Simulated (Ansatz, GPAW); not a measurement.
# One calculation of Nb, 3 ways

```
Nb
1.0
    -1.66395    1.66395    1.66395
     1.66395   -1.66395    1.66395
     1.66395    1.66395   -1.66395
Nb
1
Direct
  0.00000 0.00000 0.00000
```

Alike in all runs: task single point; functional PBE; k mesh 11 × 11 × 11; occupations gaussian, width 0.011 eV; no spin polarisation; no spin-orbit coupling. Pressure is positive in compression and, in plane waves, holds the error of the finite cutoff, which Ansatz's Pulay term estimates and takes out.

```
                        program and potentials  plane-wave cutoff (eV)                             notes  pressure (GPa)
                            Ansatz, Ansatz PAW                     420  Pulay term of +0.03 GPa included           -1.75
    GPAW, GPAW PAW data sets (gpaw-data 1.2.1)                     600                                 -           -2.50
Ansatz, all-electron LAPW, scalar-relativistic                       -                                 -           -1.75
```

The pressure spans -2.50 (GPAW, GPAW PAW data sets (gpaw-data 1.2.1)) to -1.75 GPa (Ansatz, Ansatz PAW), with all-electron results at -1.75.

Differences between rows come from potentials, basis sets and numerical settings, since the functional is the same but for its coding. Runs on potential files found faulty are left out.

All three calculations place this body-centred cubic cell under tension: at the fixed volume, niobium would lower its energy by contracting. The pressure reflects a balance between the partly filled 4d band, whose occupied states are largely bonding and pull the atoms together, and the repulsion from the compressed sp electrons and the ion cores. Beyond the equilibrium volume the d-band attraction outweighs that repulsion, hence the negative sign.

The Ansatz PAW value coincides with the all-electron one at -1.75 GPa, which supports that potential for the pressure at this volume. GPAW gives a stronger pull at -2.50 GPa, perhaps through its data set's description of the semicore and 4d states or through a remaining basis-set error. Because niobium is stiff, even this disagreement corresponds to only a slight shift in the equilibrium lattice parameter. A single volume cannot show whether the offset between the programs stays constant under compression, and so whether their bulk moduli would agree.
